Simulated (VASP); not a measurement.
Set up this calculation in VASP 6.6.1, as the native input.

* Task: single point
* Functional: PBE
* Potentials or basis: VASP PAW PBE potentials, release 64 (H, C, N)
* Cutoff: 520 eV
* k mesh: 2 × 2 × 2
* Occupations: gaussian, width 0.03 eV
* Spin: no spin polarisation
* Further INCAR settings: ALGO = Fast; EDIFF = 1e-06; NBANDS = 166

The structure of HC60N3 (a cell with a defect) lies in POSCAR:

```
HC60N3
1.0
    7.1400000000      0.0000000000      0.0000000000
    0.0000000000      7.1400000000      0.0000000000
    0.0000000000      0.0000000000      7.1400000000
H C N
1 60 3
Direct
    0.5447440000      0.5447440000      0.5447440000
    0.6319130000      0.6319130000      0.6319130000
    0.5014860000      0.7507060000      0.7507060000
    0.7507060000      0.5014860000      0.7507060000
    0.7507060000      0.7507060000      0.5014860000
    0.4950870000      0.2505090000      0.7494590000
    0.4950870000      0.7494590000      0.2505090000
    0.2505090000      0.4950870000      0.7494590000
    0.7494590000      0.4950870000      0.2505090000
    0.2505090000      0.7494590000      0.4950870000
    0.7494590000      0.2505090000      0.4950870000
    0.6235760000      0.3759650000      0.8734240000
    0.6235760000      0.8734240000      0.3759650000
    0.3759650000      0.6235760000      0.8734240000
    0.8734240000      0.6235760000      0.3759650000
    0.3759650000      0.8734240000      0.6235760000
    0.8734240000      0.3759650000      0.6235760000
    0.5050870000      0.2510410000      0.2510410000
    0.2510410000      0.5050870000      0.2510410000
    0.2510410000      0.2510410000      0.5050870000
    0.1273950000      0.6227350000      0.6227350000
    0.6227350000      0.1273950000      0.6227350000
    0.6227350000      0.6227350000      0.1273950000
    0.9999620000      0.4999560000      0.4999560000
    0.4999560000      0.9999620000      0.4999560000
    0.4999560000      0.4999560000      0.9999620000
    0.1278200000      0.3773090000      0.3773090000
    0.3773090000      0.1278200000      0.3773090000
    0.3773090000      0.3773090000      0.1278200000
    0.6239330000      0.8758650000      0.8758650000
    0.8758650000      0.6239330000      0.8758650000
    0.8758650000      0.8758650000      0.6239330000
    0.0011195000      0.7494200000      0.7494200000
    0.7494200000      0.0011195000      0.7494200000
    0.7494200000      0.7494200000      0.0011195000
    0.1237350000      0.3750450000      0.8761320000
    0.1237350000      0.8761320000      0.3750450000
    0.3750450000      0.1237350000      0.8761320000
    0.8761320000      0.1237350000      0.3750450000
    0.3750450000      0.8761320000      0.1237350000
    0.8761320000      0.3750450000      0.1237350000
    0.9987500000      0.2495250000      0.7493430000
    0.9987500000      0.7493430000      0.2495250000
    0.2495250000      0.9987500000      0.7493430000
    0.7493430000      0.9987500000      0.2495250000
    0.2495250000      0.7493430000      0.9987500000
    0.7493430000      0.2495250000      0.9987500000
    0.1237820000      0.1237820000      0.6246850000
    0.1237820000      0.6246850000      0.1237820000
    0.6246850000      0.1237820000      0.1237820000
    0.0017403000      0.2503660000      0.2503660000
    0.2503660000      0.0017403000      0.2503660000
    0.2503660000      0.2503660000      0.0017403000
    0.1249420000      0.8743930000      0.8743930000
    0.8743930000      0.1249420000      0.8743930000
    0.8743930000      0.8743930000      0.1249420000
    0.9999680000      0.9999680000      0.4998950000
    0.9999680000      0.4998950000      0.9999680000
    0.4998950000      0.9999680000      0.9999680000
    0.1254050000      0.1254050000      0.1254050000
    0.9997840000      0.9997840000      0.9997840000
    0.6351560000      0.3648080000      0.3648080000
    0.3648080000      0.6351560000      0.3648080000
    0.3648080000      0.3648080000      0.6351560000
```

The cell was built by a generator and needn't be a form met in nature.

These files were run (other wordings do the same):

INCAR

```
  PREC = Accurate
  ENCUT = 520
  EDIFF = 1E-6
  ISMEAR = 0
  SIGMA = 0.03
  LREAL = F
  LASPH = T
  NELM = 60
  ALGO = Fast
  ISIF = 2
  LWAVE = F
  LCHARG = F
  GGA = PE
  NBANDS = 166
```

KPOINTS

```
Automatic mesh
0
Gamma
  2 2 2
```

Potentials or basis: VASP PAW PBE potentials, release 64 (H, C, N).

Run with:

```sh
$ cat potpaw_PBE.64/H/POTCAR potpaw_PBE.64/C/POTCAR potpaw_PBE.64/N/POTCAR > POTCAR
$ mpirun -np 1 vasp_std > vasp.out
```

It gave:

The pressure is 1.1 GPa, the largest force is 0.010 eV/Å and the band gap on the k mesh is 3.69 eV, indirect (least direct gap 3.75 eV).

Caveat: the k mesh is coarse (spacing up to 0.44 Å⁻¹), so the values aren't converged.

It took 5.1 min on 1 thread of AMD EPYC 9R45 96-Core Processor (Zen 5) (shared host), peak memory 0.47 GiB.
